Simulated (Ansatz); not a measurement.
# Al (Fm-3m) in Ansatz: notebook

The runs below take Al through relaxation of cell and atoms, with PBE, PBEsol.

All numbers are computed with Ansatz 0.2.0; they aren't measurements. Logs are shortened: lines on timing, memory, paths and dates and some standing lists are left out, and cuts for length are marked.

### 1 The structure

It takes space group Fm-3m (No. 225, cubic). The conventional cell has a = 4.050 Å, b = 4.050 Å, c = 4.050 Å, α = 90.00°, β = 90.00°, γ = 90.00°. Al (site symmetry m-3m) has 12 Al at 2.86 Å as nearest neighbours.

### 2 Relaxation of cell and atoms, PBE

File input.yaml:

```yaml
crystal:
  lattice:
    - [0.0, 2.024805, 2.024805]
    - [2.024805, 0.0, 2.024805]
    - [2.024805, 2.024805, 0.0]
  atoms:
    - { symbol: Al, position: [0.0, 0.0, 0.0] }
hamiltonian:
  xc: pbe
  pseudopotentials: { kind: paw }
kpoints:
  mp_grid: { grid: [11, 11, 11] }
scf:
  occupations: { method: fermi_dirac, width: 0.05 }
output:
  forces: true
  stress: true
  write_density: true
  write_potential: true
  elf: true
  volumetric_format: npy
relax:
  f_tol: 0.01
  max_steps: 40
  cell: { stress_tol: 0.05 }
```

Potentials or basis: Ansatz PAW.

Command:

```console
$ ansatz run input.yaml --threads 2 --pin off --max-ram 5120MiB --backend cpu --events-out ev --progress --plain --runs-dir out
```

Log:

```text
Warning: RAYON_NUM_THREADS=2 ignored (pool sized by the plan → 2); use --threads N
Engine: ansatz 0.2.0, aarch64-unknown-linux-gnu
Pseudopotentials: kind: paw
Pseudopotential: Al, paw, valence charge 3, recommended cutoff 420 eV (normal), Al.paw.azcp
Functional definition: PBE
  parameter kappa = 0.804
  parameter beta = 0.06672455060314922
  exchange = pbe_x(kappa = kappa, mu = beta*pi^2/3)
  correlation = pbe_c(beta = beta)
Crystal: 1 atoms, lattice volume = 16.603 Å³
Basis set: ecut = 420 eV, 331 PW (Γ), exchange–correlation on 40×40×40 points (8 copies of the dense FFT grid, shifted against one another)
Bands: 6, of which v1, the nominal top of the filled ones, is band 2 counted from 1 (1 counted from 0)
Symmetry: 48 space group operations
Space group: Fm-3m (ITA 225), of the structure as read, at distance tolerance 2.6e-5 Å
k-points: 56 of 1331
Non-local potential: Al, projectors of the file, l = 0: 2, l = 1: 2, l = 2: 1
PAW form: soft (Blöchl's): semilocal exchange-correlation on the pseudo side does not see the compensation charge
PAW one-centre angular grid: Al, 110 points (default); XC on 64 Gauss nodes
Initial density: superposition of atomic densities (neutral atoms: chi_scale 0, normalization atom), corrected by the library's trained network
Initial wavefunctions: pseudopotential atomic-orbital guess
Functional: x = pbe(κ = 0.804, μ = 0.2195149727645171), c = pbe(β = 0.06672455060314922)
SCF iter   1: F=—  HF=-537.512234 eV  |F-HF|=—  |Δ(HF+E_count)|=         —  Δρ=4.76e-4  dr2=1.33e-5  ethr=1.77e-3  ⟨swp⟩=4.8  Hψ=2884  notcnv=0
preconditioner: auto → none  [metal: Δε(μ)=0.028 eV  Ē_g=13.152 eV  σ=0.050 eV  W_gap=0.14  n_scr=0 (ndim 8)  ℏωp=15.8 eV  f_vac=0.000  D(μ)=0.55/eV (n_scr^D=0)]
SCF iter   2: F=—  HF=-537.512270 eV  |F-HF|=—  |Δ(HF+E_count)|=   3.65e-5  Δρ=2.47e-4  dr2=3.82e-6  ethr=4.43e-7  ⟨swp⟩=2.0  Hψ=860  notcnv=0
iter 3 did not close the SCF: its close was put off for the readings that it lacked (scf_convergence_deferred on its scf_iter line)
SCF iter   3: F=-537.512279 eV  HF=-537.512279 eV  |F-HF|=9.05e-9  |Δ(HF+E_count)|=   8.59e-6  Δρ=1.53e-5  dr2=4.19e-8  ethr=1.27e-7  ⟨swp⟩=1.8  Hψ=380  notcnv=0
iter 4 did not close the SCF: its close was put off for the readings that it lacked (scf_convergence_deferred on its scf_iter line)
SCF iter   4: F=-537.512279 eV  HF=-537.512279 eV  |F-HF|=9.96e-10  |Δ(HF+E_count)|=   8.09e-9  Δρ=5.71e-6  dr2=5.53e-9  ethr=1.40e-9  ⟨swp⟩=1.0  Hψ=313  notcnv=0
iter 5 did not close the SCF: its close was put off for the readings that it lacked (scf_convergence_deferred on its scf_iter line)
SCF iter   5: F=-537.512279 eV  HF=-537.512279 eV  |F-HF|=4.41e-11  |Δ(HF+E_count)|=  8.76e-10  Δρ=9.62e-7  dr2=1.77e-10  ethr=1.84e-10  ⟨swp⟩=1.0  Hψ=313  notcnv=0
SCF iter   6: F=-537.512279 eV  HF=-537.512279 eV  |F-HF|=1.93e-12  |Δ(HF+E_count)|=  3.75e-11  Δρ=2.00e-7  dr2=7.64e-12  ethr=5.91e-12  ⟨swp⟩=3.1  Hψ=964  notcnv=0
SCF 1 converged in 6 iterations: F = -537.512279 eV  dr2 = 7.64e-12
relax step   1: F+E_penalty+E_count = -537.51227883 eV  Δ(F+E_penalty+E_count) = +0.000e0 eV  max|allowed force component| = 0.000e0 eV/Å  Δτ_max = 0.0000 Å  P = -0.424 GPa  Ω = 16.603 Å³  (6 SCF iters, accepted)
Crystal: 1 atoms, lattice volume = 16.499 Å³
Initial density: handed on by an earlier stage of this run
[... 13 lines left out ...]
SCF iter   3: F=-537.512436 eV  HF=-537.512436 eV  |F-HF|=1.46e-11  |Δ(HF+E_count)|=   2.80e-8  Δρ=3.74e-7  dr2=9.69e-12  ethr=4.41e-10  ⟨swp⟩=5.2  Hψ=845  notcnv=0
SCF 3 converged in 3 iterations: F = -537.512436 eV  dr2 = 9.69e-12
relax step   3: F+E_penalty+E_count = -537.51243635 eV  Δ(F+E_penalty+E_count) = +3.265e-6 eV  max|allowed force component| = 0.000e0 eV/Å  Δτ_max = 0.0000 Å  P = -0.001 GPa  Ω = 16.514 Å³  energy of the carried Pulay correction = +3.902e-5 eV  (3 SCF iters, accepted)
Initial wavefunctions: pseudopotential atomic-orbital guess (no wavefunctions were taken with the density)
iter 1 solved again at ethr=3.74e-9 eV; its pass at ethr=3.10e-3 eV (dr2=1.12e-7 eV) is discarded
SCF iter   1: F=—  HF=-537.512365 eV  |F-HF|=—  |Δ(HF+E_count)|=         —  Δρ=5.34e-6  dr2=4.81e-10  ethr=3.74e-9  ⟨swp⟩=3.2  Hψ=3950  notcnv=0
SCF iter   2: F=—  HF=-537.512388 eV  |F-HF|=—  |Δ(HF+E_count)|=   2.36e-5  Δρ=2.72e-6  dr2=1.13e-10  ethr=1.60e-11  ⟨swp⟩=2.0  Hψ=419  notcnv=0
SCF iter   3: F=-537.512388 eV  HF=-537.512388 eV  |F-HF|=7.84e-12  |Δ(HF+E_count)|=   1.38e-9  Δρ=2.44e-7  dr2=2.26e-12  ethr=1.00e-12  ⟨swp⟩=3.3  Hψ=1309  notcnv=0
SCF 4 converged in 3 iterations: F = -537.512388 eV  dr2 = 2.26e-12
relax step   4: F+E_penalty+E_count = -537.51238813 eV  Δ(F+E_penalty+E_count) = +4.822e-5 eV  max|allowed force component| = 0.000e0 eV/Å  Δτ_max = 0.0000 Å  P = -0.005 GPa  Ω = 16.514 Å³  stress off target by 4.51e-3 GPa  SCF on the basis re-selected at this cell (its energy is not comparable with the rows above)  (3 SCF iters)
basis re-selected at this cell: Δ(F+E_penalty+E_count) = +4.822e-5 eV, ΔP = -0.004 GPa vs the last step (what re-selecting the basis moved, of the pressure what is left beyond the Pulay correction that the steps carried, after the strain that the cell walked since its last selection, with what the two solves' SCF thresholds leave and, on support functions, any second-order correction that the steps lacked; it is no measure of the basis error at this ecutwfc). This SCF's stress stands 4.51e-3 GPa from its target on what of the cell is left free (relax.cell.stress_tol is 5.00e-2 GPa) and its largest allowed force component is 0.00e0 eV/Å (relax.f_tol is 1.00e-2 eV/Å): within both
SCF converged after 3 iterations
Free energy (F): -537.512388 eV
Harris-Foulkes:  -537.512388 eV  (|F-HF|=7.84e-12)
Internal energy: -537.508390 eV  (E = F + TS)
E sigma→0 (E₀):  -537.510389 eV
Entropy (-TS):   -0.003998 eV (-3.998 meV/atom)
Fermi energy:    7.944791 eV
--- Per-component energies (eV) ---
  E_band       = 10.542473
  E_kinetic    = 22.737572
  E_local      = 9.878670  (includes V_loc(G=0)·N_el)
  E_nonlocal   = 10.328583
  E_hartree    = 0.102754
  E_xc         = -39.726723
  E_vxc        = -28.949244  (∫ρ·V_xc dr)
  E_paw        = -467.334669  (= ΣΔE_a)
  E_vpaw       = -3.658615  (= ΣTr[D̂ρ^β])
  E_aug_tail   = -0.000002  (compensation charges beyond the density's cutoff)
  E_ewald      = -73.494575
  E_smearing   = -0.003998  (= −TS)
  E_closure    = -0.000000  (closes the sum)
  Σ components = -537.512388   (vs F -537.512388, Δ=0.00e0)
--- Forces (eV/Å), atoms counted from 1 ---
  atom   1  Al    -0.00000000    -0.00000000    -0.00000000
  max |Σ_I F_I| component: 3.85e-33 eV/Å
--- Stress (GPa, compression-positive) ---
       -0.004508      -0.000000       0.000000
        0.000000      -0.004508       0.000000
        0.000000       0.000000      -0.004508
  P = ⅓ Tr σ = -0.0045 GPa (-0.045 kbar)
--- Band table (eV; the first three rows and the last of 56) ---
  k-point 0: bands = ["-3.1861", "20.4525", "20.4525", "20.4525", "22.0403", "22.0403"]
  k-point 1: bands = ["-2.9617", "17.5931", "19.8482", "19.8482", "22.6858", "22.9803"]
  k-point 2: bands = ["-2.2909", "13.9602", "19.1361", "19.1361", "22.4480", "23.7575"]
  k-point 55: bands = ["6.5436", "6.7994", "8.2098", "10.1030", "21.8097", "24.6554"]
--- Relaxed structure (3 steps of the walk, 3 accepted, 1 SCFs on fresh bases) ---
  F+E_penalty+E_count = -537.51238813 eV   max|allowed force component| = 0.000e0 eV/Å   (the final SCF, on the basis selected at the relaxed cell)
  cell:  # Å, volume = 16.5138 Å³
    - [1.1554154160530822e-33, 2.0211814696232517, 2.0211814696232517]
    - [2.0211814696232517, 2.547686016447795e-34, 2.0211814696232517]
    - [2.0211814696232517, 2.0211814696232517, 1.8729472980291986e-34]
  atoms:
    - { symbol: Al, position: [0.0, 0.0, 0.0] }
```

Run time: 1.1 s. Hardware: 2 threads of Arm Neoverse V1, shared host; peak memory 0.26 GiB.

What came out:

* Free energy: -537.5124 eV
* Relaxed volume: 16.51 Å³/atom
* Relaxed cell: a = 2.858 Å, b = 2.858 Å, c = 2.858 Å, α = 60.00°, β = 60.00°, γ = 60.00°
* Space group after relaxing (to 0.05 Å): Fm-3m (No. 225)
* Energy gained by relaxing: 0.1 meV/atom
* Ionic steps: 4
* Pressure after relaxing: 0.0 GPa
* Band gap on the k mesh: none (metal or under the smearing width)

The path:
| step | energy change (eV) | largest force (eV/Å) | volume (Å³) |
| --- | --- | --- | --- |
| 1 | 0.0000 | 0.0000 | 16.60 |
| 2 | -0.0002 | 0.0000 | 16.50 |
| 3 | -0.0002 | 0.0000 | 16.51 |
| 4 | -0.0001 | 0.0000 | 16.51 |

Final structure:
```xyz
1
Lattice="0.0000 2.0212 2.0212 2.0212 0.0000 2.0212 2.0212 2.0212 0.0000" Properties=species:S:1:pos:R:3 pbc="T T T"
Al    0.0000    0.0000    0.0000
```

Caveat: the plane-wave basis is chosen anew once the cell has moved, so the energies of steps on either side of that aren't comparable.

### 3 Relaxation of cell and atoms, PBEsol

Changes to input.yaml since step 2:

```diff
@@ -8,3 +8,3 @@
 hamiltonian:
-  xc: pbe
+  xc: pbesol
   pseudopotentials: { kind: paw }
```

Potentials or basis: Ansatz PAW.

Command:

```console
$ ansatz run input.yaml --threads 2 --pin off --max-ram 5120MiB --backend cpu --events-out ev --progress --plain --runs-dir out
```

It took 1.1 s on 2 threads of Arm Neoverse V1, shared host; peak memory 0.26 GiB.

It converged, with:

- Free energy: -524.5580 eV
- Relaxed volume: 16.21 Å³/atom
- Relaxed cell: a = 2.841 Å, b = 2.841 Å, c = 2.841 Å, α = 60.00°, β = 60.00°, γ = 60.00°
- Space group after relaxing (to 0.05 Å): Fm-3m (No. 225)
- Energy gained by relaxing: 2.5 meV/atom
- Ionic steps: 4
- Pressure after relaxing: 0.0 GPa
- Band gap on the k mesh: none (metal or under the smearing width)

Step by step:
| step | energy change (eV) | largest force (eV/Å) | volume (Å³) |
| --- | --- | --- | --- |
| 1 | 0.0000 | 0.0000 | 16.60 |
| 2 | -0.0025 | 0.0000 | 16.13 |
| 3 | -0.0026 | 0.0000 | 16.21 |
| 4 | -0.0025 | 0.0000 | 16.21 |

Final structure:
```yaml
crystal:
  lattice:
    - [0.00000, 2.00868, 2.00868]
    - [2.00868, 0.00000, 2.00868]
    - [2.00868, 2.00868, 0.00000]
  atoms:
    - { symbol: Al, position: [0.00000, 0.00000, 0.00000] }
```

Levels at points of the mesh, in eV from the Fermi level:
```tsv
k point	band 1	band 2	band 3	band 4	band 5	band 6
(0.00, 0.00, 0.00)	-11.25	12.61	12.61	12.61	14.31	14.31
```

Caveat: the plane-wave basis is chosen anew once the cell has moved, so the energies of steps on either side of that aren't comparable; the PAW data sets come from PBE, with cores solved anew for the run's functional, which leaves a small shift of forces and pressure.

### 4 Comparison with measurements

Step 2. The cell as given is a measured one (16.60 Å³/atom); PBE puts the equilibrium volume -0.5 % from it, thermal expansion not counted.

Step 3. The cell as given is a measured one (16.60 Å³/atom); PBEsol puts the equilibrium volume -2.4 % from it, thermal expansion not counted.
